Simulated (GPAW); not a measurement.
# CoO (Fm-3m) in GPAW: a series of runs

The runs below take CoO through relaxation of cell and atoms, single point, with PBEsol, LDA.

All numbers are computed with GPAW 26.7.0; they aren't measurements. Logs are shortened: lines on timing, memory, paths and dates and some standing lists are left out, and cuts for length are marked. The log counts tension as positive stress, the text compression.

### 1 Starting point

Symmetry: Fm-3m, No. 225, cubic system. Conventional cell: a = 4.263 Å, b = 4.263 Å, c = 4.263 Å, α = 90.00°, β = 90.00°, γ = 90.00°. Around Co (site symmetry m-3m) lie 6 O at 2.13 Å. Around O (site symmetry m-3m) lie 6 Co at 2.13 Å.

### 2 Relaxation of cell and atoms, PBEsol, collinear spin, ferromagnetic start, target pressure 10 GPa, at which the enthalpy is minimised

Input file run.py:

```python
from ase import Atoms
from ase.filters import FrechetCellFilter
from ase.io import write
from ase.optimize import BFGS
from ase.units import GPa
from gpaw import GPAW, PW, setup_paths

setup_paths.insert(0, '.')

atoms = Atoms(['Co', 'O'],
              cell=[[0.0, 2.1315, 2.1315],
                    [2.1315, 0.0, 2.1315],
                    [2.1315, 2.1315, 0.0]],
              scaled_positions=[[0.0, 0.0, 0.0],
                                [0.5, 0.5, 0.5]],
              pbc=True)
atoms.set_initial_magnetic_moments([2.0, 0.0])

calc = GPAW(mode=PW(800),
            xc='PBEsol',
            kpts={'size': (9, 9, 9), 'gamma': True},
            occupations={'name': 'fermi-dirac', 'width': 0.05},
            nbands=17,
            convergence={'density': 1e-05, 'forces': 0.0001},
            maxiter=150,
            txt='gpaw.txt')
atoms.calc = calc
opt = BFGS(FrechetCellFilter(atoms, scalar_pressure=10 * GPa), trajectory='relax.traj', logfile='-')
done = opt.run(fmax=0.02, steps=60)
calc.write('gs.gpw')
write('result.traj', atoms)
print('Converged:', done)
print('Cell:', atoms.cell.cellpar().round(4))
print('Volume:', round(atoms.get_volume(), 4))
print(atoms.get_scaled_positions().round(5))
```

Potentials or basis: PAW data sets generated in the run's folder for this functional, pw.

Command:

```bash
> gpaw-setup -f PBEsol Co O
> OMP_NUM_THREADS=1 python run.py
```

gpaw.txt:

```text
__  _  _
 | _ |_)|_||  |
 |__||  | ||/\| - 26.7.0

Input parameters:
  mode=PW(ecut=800.0),
  convergence={'density': 1e-05, 'forces': 0.0001},
  kpts=MonkhorstPack(size=(9, 9, 9), gamma=True),
  maxiter=150,
  nbands=17,
  occupations=Occupations(name='fermi-dirac', width=0.05),
  xc=XC(name='PBEsol')

Diagonalizing LCAO Hamiltonian
Converting LCAO to pw mode

              O

       Co

Atoms  # Å, Bohr magnetons
|   | symbol |        x |        y |        z |    initial magnetic moments |
|---|--------|----------|----------|----------|-----------------------------|
| 0 |     Co | 0.000000 | 0.000000 | 0.000000 | ( 0.0000,  0.0000,  2.0000) |
| 1 |      O | 2.131500 | 2.131500 | 2.131500 | ( 0.0000,  0.0000,  0.0000) |

Unit cell  # Å
| periodic |        x |        y |        z |  lengths |    angles |
|----------|----------|----------|----------|----------|-----------|
|      yes | 0.000000 | 2.131500 | 2.131500 | 3.014396 | 60.000000 |
|      yes | 2.131500 | 0.000000 | 2.131500 | 3.014396 | 60.000000 |
|      yes | 2.131500 | 2.131500 | 0.000000 | 3.014396 | 60.000000 |

Number of symmetries: 48
Symmetry operations  # r_c * U_cc + t_c -> r_c
|    | kind |            matrix            |
|----|------|------------------------------|
|  0 |  σ   |  1, 0, 0,  1, 0,-1,  1,-1, 0 |
|  1 |  C2  |  1, 0, 0,  1,-1, 0,  1, 0,-1 |
|  2 |  E   |  1, 0, 0,  0, 1, 0,  0, 0, 1 |
|  3 |  σ   |  1, 0, 0,  0, 0, 1,  0, 1, 0 |
|  4 |  C4  |  1, 0,-1,  1, 0, 0,  1,-1, 0 |
|  5 |  S6  |  1, 0,-1,  1,-1, 0,  1, 0, 0 |
|  6 |  σ   |  1, 0,-1,  0, 1,-1,  0, 0,-1 |
|  7 |  C3  |  1, 0,-1,  0, 0,-1,  0, 1,-1 |
|  8 |  S6  |  1,-1, 0,  1, 0, 0,  1, 0,-1 |
|  9 |  C4  |  1,-1, 0,  1, 0,-1,  1, 0, 0 |
| 10 |  C3  |  1,-1, 0,  0,-1, 1,  0,-1, 0 |
| 11 |  σ   |  1,-1, 0,  0,-1, 0,  0,-1, 1 |
| 12 |  σ   |  0, 1, 0,  1, 0, 0,  0, 0, 1 |
| 13 |  C4  |  0, 1, 0,  0, 1,-1, -1, 1, 0 |
[... 168 lines left out ...]
SCF iterations
|iter     | |      energy | eigst |  dens |force |  magmom |
|---------|-|-------------|-------|-------|------|---------|
|iter:   1| |  -15.608204 | -0.02 |       |      |  +2.0014|
|iter:   2| |  -15.472289 | -2.11 | -0.86 |      |  +2.0368|
|iter:   3| |  -15.254854 | -2.04 | -0.91 |      |  +2.2676|
|iter:   4| |  -15.309746 | -2.52 | -1.27 |      |  +2.4721|
|iter:   5| |  -15.370766 | -2.94 | -1.55 |      |  +2.7626|
|iter:   6| |  -15.357912 | -3.08 | -1.60 |      |  +2.8993|
|iter:   7| |  -15.358142 | -4.07 | -2.06 |      |  +2.9348|
|iter:   8| |  -15.358475c| -5.21 | -2.77 |      |  +2.9511|
|iter:   9| |  -15.358535c| -6.02 | -3.24 |      |  +2.9505|
|iter:  10| |  -15.358559c| -6.72 | -3.62 |      |  +2.9511|
|iter:  11| |  -15.358562c| -7.78c| -4.30 |      |  +2.9512|
|iter:  12| |  -15.358563c| -8.38c| -5.00 |      |  +2.9513|
|iter:  13| |  -15.358562c| -9.25c| -5.58c|      |  +2.9513|
|iter:  14| |  -15.358562c|-10.14c| -6.34c|-23.50c|  +2.9513|

Converged in 14 steps
Energy contributions relative to reference atoms: (reference = -39902.827428)

Energy contributions:
  Kinetic:          23.845302
  Coulomb:         -21.069716
  Zero:              0.109751
  External:          0.000000
  Xc:              -18.227777
  Entropy:          -0.032245
  Spinorbit:         0.000000
  ----------------------------
  Free energy:     -15.374685
  Extrapolated:    -15.358562
[... 20 lines left out ...]
|          5 |         5.348 |     1.000 |         7.541 |     1.000 |
[... 9 lines left out ...]
|         15 |        29.695 |     0.000 |        30.681 |     0.000 |
|         16 |        29.695 |     0.000 |        30.681 |     0.000 |

No gap
No difference between direct/indirect transitions

Stress tensor  # eV/Ang^3
|        x |         y |         z |
|----------|-----------|-----------|
| 0.062876 |  0.000000 |  0.000000 |
| 0.000000 |  0.062876 | -0.000000 |
| 0.000000 | -0.000000 |  0.062876 |

Forces  # eV/Ang
|        x |        y |        z |
|----------|----------|----------|
| -0.00000 | -0.00000 | -0.00000 |  # Co   0
| -0.00000 | -0.00000 | -0.00000 |  # O    1

Interpolating wave functions to new cell

              O

       Co

Atoms  # Å, Bohr magnetons
|   | symbol |         x |         y |         z |    initial magnetic moments |
|---|--------|-----------|-----------|-----------|-----------------------------|
| 0 |     Co | -0.000000 | -0.000000 | -0.000000 | ( 0.0000,  0.0000,  2.5314) |
| 1 |      O |  2.113107 |  2.113107 |  2.113107 | ( 0.0000,  0.0000,  0.2463) |

Unit cell  # Å
| periodic |         x |        y |        z |  lengths |    angles |
|----------|-----------|----------|----------|----------|-----------|
|      yes | -0.000000 | 2.113107 | 2.113107 | 2.988384 | 60.000000 |
|      yes |  2.113107 | 0.000000 | 2.113107 | 2.988384 | 60.000000 |
|      yes |  2.113107 | 2.113107 | 0.000000 | 2.988384 | 60.000000 |

Number of symmetries: 48
Symmetry operations  # r_c * U_cc + t_c -> r_c
|    | kind |            matrix            |
|----|------|------------------------------|
|  0 |  σ   |  1, 0, 0,  1, 0,-1,  1,-1, 0 |
|  1 |  C2  |  1, 0, 0,  1,-1, 0,  1, 0,-1 |
|  2 |  E   |  1, 0, 0,  0, 1, 0,  0, 0, 1 |
|  3 |  σ   |  1, 0, 0,  0, 0, 1,  0, 1, 0 |
|  4 |  C4  |  1, 0,-1,  1, 0, 0,  1,-1, 0 |
|  5 |  S6  |  1, 0,-1,  1,-1, 0,  1, 0, 0 |
|  6 |  σ   |  1, 0,-1,  0, 1,-1,  0, 0,-1 |
|  7 |  C3  |  1, 0,-1,  0, 0,-1,  0, 1,-1 |
|  8 |  S6  |  1,-1, 0,  1, 0, 0,  1, 0,-1 |
|  9 |  C4  |  1,-1, 0,  1, 0,-1,  1, 0, 0 |
| 10 |  C3  |  1,-1, 0,  0,-1, 1,  0,-1, 0 |
| 11 |  σ   |  1,-1, 0,  0,-1, 0,  0,-1, 1 |
| 12 |  σ   |  0, 1, 0,  1, 0, 0,  0, 0, 1 |
| 13 |  C4  |  0, 1, 0,  0, 1,-1, -1, 1, 0 |
[... 249 lines left out ...]
              O

       Co

Atoms  # Å, Bohr magnetons
|   | symbol |         x |        y |         z |    initial magnetic moments |
|---|--------|-----------|----------|-----------|-----------------------------|
| 0 |     Co | -0.000000 | 0.000000 | -0.000000 | ( 0.0000,  0.0000,  2.4772) |
| 1 |      O |  2.048227 | 2.048227 |  2.048227 | ( 0.0000,  0.0000,  0.2333) |

Unit cell  # Å
| periodic |         x |         y |         z |  lengths |    angles |
|----------|-----------|-----------|-----------|----------|-----------|
|      yes | -0.000000 |  2.048227 |  2.048227 | 2.896631 | 60.000000 |
|      yes |  2.048227 | -0.000000 |  2.048227 | 2.896631 | 60.000000 |
|      yes |  2.048227 |  2.048227 | -0.000000 | 2.896631 | 60.000000 |

Number of symmetries: 48
Symmetry operations  # r_c * U_cc + t_c -> r_c
|    | kind |            matrix            |
|----|------|------------------------------|
|  0 |  σ   |  1, 0, 0,  1, 0,-1,  1,-1, 0 |
|  1 |  C2  |  1, 0, 0,  1,-1, 0,  1, 0,-1 |
|  2 |  E   |  1, 0, 0,  0, 1, 0,  0, 0, 1 |
|  3 |  σ   |  1, 0, 0,  0, 0, 1,  0, 1, 0 |
|  4 |  C4  |  1, 0,-1,  1, 0, 0,  1,-1, 0 |
|  5 |  S6  |  1, 0,-1,  1,-1, 0,  1, 0, 0 |
|  6 |  σ   |  1, 0,-1,  0, 1,-1,  0, 0,-1 |
|  7 |  C3  |  1, 0,-1,  0, 0,-1,  0, 1,-1 |
|  8 |  S6  |  1,-1, 0,  1, 0, 0,  1, 0,-1 |
|  9 |  C4  |  1,-1, 0,  1, 0,-1,  1, 0, 0 |
| 10 |  C3  |  1,-1, 0,  0,-1, 1,  0,-1, 0 |
| 11 |  σ   |  1,-1, 0,  0,-1, 0,  0,-1, 1 |
| 12 |  σ   |  0, 1, 0,  1, 0, 0,  0, 0, 1 |
| 13 |  C4  |  0, 1, 0,  0, 1,-1, -1, 1, 0 |
[... 236 lines left out ...]
Stress tensor  # eV/Ang^3
|         x |         y |         z |
|-----------|-----------|-----------|
| -0.080670 | -0.000000 |  0.000000 |
| -0.000000 | -0.080670 |  0.000000 |
|  0.000000 |  0.000000 | -0.080670 |

Forces  # eV/Ang
|        x |        y |       z |
|----------|----------|---------|
|  0.00000 | -0.00000 | 0.00000 |  # Co   0
| -0.00000 |  0.00000 | 0.00000 |  # O    1

Interpolating wave functions to new cell

              O

       Co

Atoms  # Å, Bohr magnetons
|   | symbol |         x |        y |        z |    initial magnetic moments |
|---|--------|-----------|----------|----------|-----------------------------|
| 0 |     Co | -0.000000 | 0.000000 | 0.000000 | ( 0.0000,  0.0000,  2.2787) |
| 1 |      O |  2.057303 | 2.057303 | 2.057303 | ( 0.0000,  0.0000,  0.2016) |

Unit cell  # Å
| periodic |         x |        y |         z |  lengths |    angles |
|----------|-----------|----------|-----------|----------|-----------|
|      yes | -0.000000 | 2.057303 |  2.057303 | 2.909466 | 60.000000 |
|      yes |  2.057303 | 0.000000 |  2.057303 | 2.909466 | 60.000000 |
|      yes |  2.057303 | 2.057303 | -0.000000 | 2.909466 | 60.000000 |

Number of symmetries: 48
Symmetry operations  # r_c * U_cc + t_c -> r_c
|    | kind |            matrix            |
|----|------|------------------------------|
|  0 |  σ   |  1, 0, 0,  1, 0,-1,  1,-1, 0 |
|  1 |  C2  |  1, 0, 0,  1,-1, 0,  1, 0,-1 |
|  2 |  E   |  1, 0, 0,  0, 1, 0,  0, 0, 1 |
|  3 |  σ   |  1, 0, 0,  0, 0, 1,  0, 1, 0 |
|  4 |  C4  |  1, 0,-1,  1, 0, 0,  1,-1, 0 |
|  5 |  S6  |  1, 0,-1,  1,-1, 0,  1, 0, 0 |
|  6 |  σ   |  1, 0,-1,  0, 1,-1,  0, 0,-1 |
|  7 |  C3  |  1, 0,-1,  0, 0,-1,  0, 1,-1 |
|  8 |  S6  |  1,-1, 0,  1, 0, 0,  1, 0,-1 |
|  9 |  C4  |  1,-1, 0,  1, 0,-1,  1, 0, 0 |
| 10 |  C3  |  1,-1, 0,  0,-1, 1,  0,-1, 0 |
| 11 |  σ   |  1,-1, 0,  0,-1, 0,  0,-1, 1 |
| 12 |  σ   |  0, 1, 0,  1, 0, 0,  0, 0, 1 |
| 13 |  C4  |  0, 1, 0,  0, 1,-1, -1, 1, 0 |
[... 241 lines left out ...]
Forces  # eV/Ang
|        x |        y |        z |
|----------|----------|----------|
|  0.00000 | -0.00000 | -0.00000 |  # Co   0
| -0.00000 | -0.00000 |  0.00000 |  # O    1

# Writing to gs.gpw (mode='')
```

Run time: 74 s. Hardware: 1 thread of Arm Neoverse V2, shared host; peak memory 0.24 GiB.

Results:

| Quantity | Value |
| --- | --- |
| Free energy | -15.3839 eV |
| Relaxed volume | 8.71 Å³/atom |
| Relaxed cell | a = 2.909 Å, b = 2.909 Å, c = 2.909 Å, α = 60.00°, β = 60.00°, γ = 60.00° |
| Space group after relaxing (to 0.05 Å) | Fm-3m (No. 225) |
| Energy change on relaxing (the enthalpy is what falls) | -5.2 meV/atom |
| Ionic steps | 4 |
| Pressure after relaxing | 10.0 GPa |
| Band gap on the k mesh | none (metal or under the smearing width) |
| Net moment | 2.68 μB per cell |
| Site moments | Co +2.33; O +0.21 μB |

The path:
| step | energy change (eV) | largest force (eV/Å) | pressure (GPa) | volume (Å³) |
| --- | --- | --- | --- | --- |
| 1 | 0.0000 | 0.0000 | -10.07 | 19.37 |
| 2 | -0.0237 | 0.0000 | -6.12 | 18.87 |
| 3 | 0.0077 | 0.0000 | 12.92 | 17.19 |
| 4 | -0.0104 | 0.0000 | 10.04 | 17.42 |

Final structure:
```yaml
crystal:
  lattice:
    - [0.00000, 2.05730, 2.05730]
    - [2.05730, 0.00000, 2.05730]
    - [2.05730, 2.05730, 0.00000]
  atoms:
    - { symbol: Co, position: [0.00000, 0.00000, 0.00000] }
    - { symbol: O, position: [0.50000, 0.50000, 0.50000] }
```

Caveat: each step starts from the last one's moments, so a moment once lost doesn't come back; later steps reuse the first step's grids; a cell with one magnetic atom can't hold antiferromagnetic order, which such compounds often take; semilocal functionals often make such compounds metallic where correlation or magnetic order opens a gap, which also shifts bond lengths. With open d or f shells a metallic result of PBEsol can be an artefact of self-interaction; +U or a hybrid may open a gap.

### 3 Relaxation of cell and atoms, PBEsol, collinear spin, ferromagnetic start, target pressure 20 GPa, at which the enthalpy is minimised

run.py: that of step 2 with these lines changed.

```diff
@@ -27,3 +27,3 @@
 atoms.calc = calc
-opt = BFGS(FrechetCellFilter(atoms, scalar_pressure=10 * GPa), trajectory='relax.traj', logfile='-')
+opt = BFGS(FrechetCellFilter(atoms, scalar_pressure=20 * GPa), trajectory='relax.traj', logfile='-')
 done = opt.run(fmax=0.02, steps=60)
```

Potentials or basis: PAW data sets generated in the run's folder for this functional, pw.

Command:

```bash
> gpaw-setup -f PBEsol Co O
> OMP_NUM_THREADS=1 python run.py
```

Run time: 76 s. Hardware: 1 thread of Arm Neoverse V2, shared host; peak memory 0.24 GiB.

It converged, with:

```yaml
Free_energy: -15.2906 eV
Relaxed_volume: 8.20 Å³/atom
Relaxed_cell: a = 2.852 Å, b = 2.852 Å, c = 2.852 Å, α = 60.00°, β = 60.00°, γ = 60.00°
Space_group_after_relaxing_to_0.05_Å: Fm-3m (No. 225)
Energy_change_on_relaxing_the_enthalpy_is_what_falls: +42.1 meV/atom
Ionic_steps: 4
Pressure_after_relaxing: 19.8 GPa
Band_gap_on_the_k_mesh: none (metal or under the smearing width)
Net_moment: 2.06 μB per cell
Site_moments: Co +1.84; O +0.12 μB
```

Step by step:
```tsv
step	energy change (eV)	largest force (eV/Å)	pressure (GPa)	volume (Å³)
1	0.0000	0.0000	-10.07	19.37
2	-0.0311	0.0000	-4.08	18.63
3	0.0914	0.0000	20.73	16.35
4	0.0843	0.0000	19.82	16.41
```

Final structure:
```xyz
2
Lattice="0.0000 2.0168 2.0168 2.0168 0.0000 2.0168 2.0168 2.0168 0.0000" Properties=species:S:1:pos:R:3 pbc="T T T"
Co    0.0000    0.0000    0.0000
O     2.0168    2.0168    2.0168
```

Levels at points of the mesh, in eV from the Fermi level:
Spin up:
| k point | band 7 | band 8 | band 9 | band 10 | band 11 | band 12 |
| --- | --- | --- | --- | --- | --- | --- |
| (0.00, 0.00, 0.00) | -3.02 | -2.99 | -2.99 | 1.75 | 17.05 | 19.22 |
Spin down:
```csv
k point,band 2,band 3,band 4,band 5,band 6,band 7,band 8,band 9,band 10,band 11
"(0.00, 0.00, 0.00)",-3.83,-3.83,-3.83,-1.60,-1.60,-1.60,-0.59,-0.59,2.12,17.01
```

Caveat: each step starts from the last one's moments, so a moment once lost doesn't come back; later steps reuse the first step's grids; the volume moved by over 15 % at a fixed basis, so the end points are rough; a cell with one magnetic atom can't hold antiferromagnetic order, which such compounds often take; semilocal functionals often make such compounds metallic where correlation or magnetic order opens a gap, which also shifts bond lengths.

### 4 Relaxation of cell and atoms, PBEsol, collinear spin, ferromagnetic start, target pressure 30 GPa, at which the enthalpy is minimised

run.py: that of step 3 with these lines changed.

```diff
@@ -27,3 +27,3 @@
 atoms.calc = calc
-opt = BFGS(FrechetCellFilter(atoms, scalar_pressure=20 * GPa), trajectory='relax.traj', logfile='-')
+opt = BFGS(FrechetCellFilter(atoms, scalar_pressure=30 * GPa), trajectory='relax.traj', logfile='-')
 done = opt.run(fmax=0.02, steps=60)
```

Command:

```bash
> gpaw-setup -f PBEsol Co O
> OMP_NUM_THREADS=1 python run.py
```

Wall time 88 s (1 thread of Arm Neoverse V2, shared host); peak memory 0.24 GiB.

Results (log left out):

* Free energy: -15.2043 eV
* Relaxed volume: 7.93 Å³/atom
* Relaxed cell: a = 2.820 Å, b = 2.820 Å, c = 2.820 Å, α = 60.00°, β = 60.00°, γ = 60.00°
* Space group after relaxing (to 0.05 Å): Fm-3m (No. 225)
* Energy change on relaxing (the enthalpy is what falls): +84.8 meV/atom
* Ionic steps: 5
* Pressure after relaxing: 30.0 GPa
* Band gap on the k mesh: none (metal or under the smearing width)
* Net moment: 1.93 μB per cell
* Site moments: Co +1.73; O +0.11 μB

Step by step:
```
step  energy change (eV)  largest force (eV/Å)  pressure (GPa)  volume (Å³)
   1              0.0000                0.0000          -10.07        19.37
   2             -0.0355                0.0000           -1.82        18.39
   3              0.2044                0.0000           33.68        15.68
   4              0.1596                0.0000           28.88        15.91
   5              0.1696                0.0000           29.99        15.86
```

Final structure:
```
Co O
1.0
     0.00000    1.99401    1.99401
     1.99401    0.00000    1.99401
     1.99401    1.99401    0.00000
Co O
1 1
Direct
  0.00000 0.00000 0.00000
  0.50000 0.50000 0.50000
```

Levels at points of the mesh, in eV from the Fermi level:
Spin up:
| k point | band 7 | band 8 | band 9 | band 10 | band 11 | band 12 |
| --- | --- | --- | --- | --- | --- | --- |
| (0.00, 0.00, 0.00) | -3.03 | -2.95 | -2.95 | 2.02 | 17.17 | 19.56 |
Spin down:
```
           k point  band 5  band 6  band 7  band 8  band 9  band 10
(0.00, 0.00, 0.00)   -1.71   -1.71   -1.71   -0.69   -0.69     2.37
```

Caveat: each step starts from the last one's moments, so a moment once lost doesn't come back; later steps reuse the first step's grids; the volume moved by over 15 % at a fixed basis, so the end points are rough; a cell with one magnetic atom can't hold antiferromagnetic order, which such compounds often take; semilocal functionals often make such compounds metallic where correlation or magnetic order opens a gap, which also shifts bond lengths. With open d or f shells a metallic result of PBEsol can be an artefact of self-interaction; +U or a hybrid may open a gap.

(Part 1 of 2 ends here.)
